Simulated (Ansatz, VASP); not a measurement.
## Ti: VASP beside Ansatz

INCAR

```
  PREC = Accurate
  ENCUT = 520
  EDIFF = 1E-6
  ISMEAR = -1
  SIGMA = 0.05
  LREAL = False
  LASPH = True
  NELM = 100
  ALGO = Normal
  ISIF = 2
  LWAVE = False
  LCHARG = False
  GGA = PS
  NBANDS = 19
```

File KPOINTS:

```
regular mesh
0
Gamma
  10 10 6
```

Contents of POSCAR:

```
Ti
1.0
    2.9101302477      0.0000000000      0.0000000000
   -1.4550651239      2.5202467229      0.0000000000
    0.0000000000      0.0000000000      4.6167490031
Ti
2
Direct
    0.6666666667      0.3333333333      0.7500000000
    0.3333333333      0.6666666667      0.2500000000
```

The input input.yaml:

```yaml
crystal:
  lattice:
    - [2.9101302477, 0.0, 0.0]
    - [-1.4550651239, 2.5202467229, 0.0]
    - [0.0, 0.0, 4.6167490031]
  atoms:
    - { symbol: Ti, position: [0.6666666667, 0.3333333333, 0.75] }
    - { symbol: Ti, position: [0.3333333333, 0.6666666667, 0.25] }
kpoints:
  mp_grid: { grid: [10, 10, 6] }
scf:
  occupations: { method: fermi_dirac, width: 0.05 }
hamiltonian:
  xc: pbesol
  pseudopotentials: { kind: all_electron, lapw: { basis_error: 0.0005 } }
output:
  forces: true
  stress: true
  eigenvalues: true
```

Change from the starting cell: volume scaled by 0.96.

Alike in both runs: task single point; functional PBEsol; k mesh 10 × 10 × 6; occupations fermi-dirac, width 0.05 eV; no spin polarisation.

|  | VASP | Ansatz |
| --- | --- | --- |
| version | VASP 6.6.1 | Ansatz 0.2.0 |
| potentials or method | VASP PAW PBE potentials, release 64 (Ti_sv) | all-electron LAPW, scalar-relativistic |
| plane-wave cutoff (eV) | 520 | see its input |

|  | VASP | Ansatz | Ansatz less VASP |
| --- | --- | --- | --- |
| gap on the k mesh at the Fermi level (eV) | none | none | - |
| pressure (GPa) | -1.6 | -1.4 | +0.24 |
| largest component of the traceless stress (GPa) | 0.38 | 0.38 | -0.004 |

A gap of «none» marks a metal or a gap that the smearing closes. Ansatz ran all-electron here, so the differences hold the error of VASP's frozen core and of both bases.

Caveats: the PAW data sets were made with another functional, which shifts forces and pressure a little (VASP).
